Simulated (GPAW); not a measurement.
A run of GPAW 26.7.0 is set up as follows.

run.py

```python
from ase import Atoms
from ase.eos import EquationOfState
from ase.io import Trajectory
from ase.units import GPa
from ase.parallel import parprint
from gpaw import GPAW, PW

atoms = Atoms(['Bi', 'Bi', 'Te', 'Se', 'Se'],
              cell=[[2.0915, 1.207528088, 9.7123333333],
                    [-2.0915, 1.207528088, 9.7123333333],
                    [0.0, -2.415056176, 9.7123333333]],
              scaled_positions=[[0.60194, 0.60194, 0.60194],
                                [0.39806, 0.39806, 0.39806],
                                [0.0, 0.0, 0.0],
                                [0.7884, 0.7884, 0.7884],
                                [0.2116, 0.2116, 0.2116]],
              pbc=True)

traj = Trajectory('eos.traj', 'w')
volumes, energies = [], []
for x in [0.94, 0.96, 0.98, 1.0, 1.02, 1.04, 1.06]:
    a = atoms.copy()
    a.set_cell(atoms.cell * x**(1 / 3), scale_atoms=True)
    calc = GPAW(mode=PW(600),
                xc='LDA',
                kpts={'size': (5, 5, 5), 'gamma': True},
                occupations={'name': 'fermi-dirac', 'width': 0.05},
                nbands=39,
                convergence={'density': 1e-05, 'energy': 1e-05},
                maxiter=150,
                txt=f'eos-{x:.2f}.txt')
    a.calc = calc
    energies.append(a.get_potential_energy(force_consistent=True))
    volumes.append(a.get_volume())
    p = -a.get_stress()[:3].mean() / GPa
    calc.write(f'eos-{x:.2f}.gpw')
    traj.write(a)
    parprint(f'{x:.2f} {volumes[-1]:10.4f} A^3 {energies[-1]:14.6f} eV {p:9.3f} GPa', flush=True)

v0, e0, B = EquationOfState(volumes, energies, eos='birchmurnaghan').fit()
parprint(f'V0 = {v0:.4f} A^3, E0 = {e0:.6f} eV, B0 = {B / GPa:.2f} GPa')
```

Potentials or basis: the program's PAW data sets (release 1.2.1) made for this functional, pw.

Launch:

```console
$ OMP_NUM_THREADS=1 mpirun -n 4 gpaw python run.py
```

(1) What does it give for the equilibrium volume?

(2) What does it give for the pressure derivative of the bulk modulus?

Results:

(1) 29.52 Å³/atom.

(2) 4.5.

Caveat: the cell was scaled at fixed shape and fractional positions, which overstates the stiffness of a crystal with free parameters, most of all of layers and chains; the program warned that so skewed a cell can give wrong results.
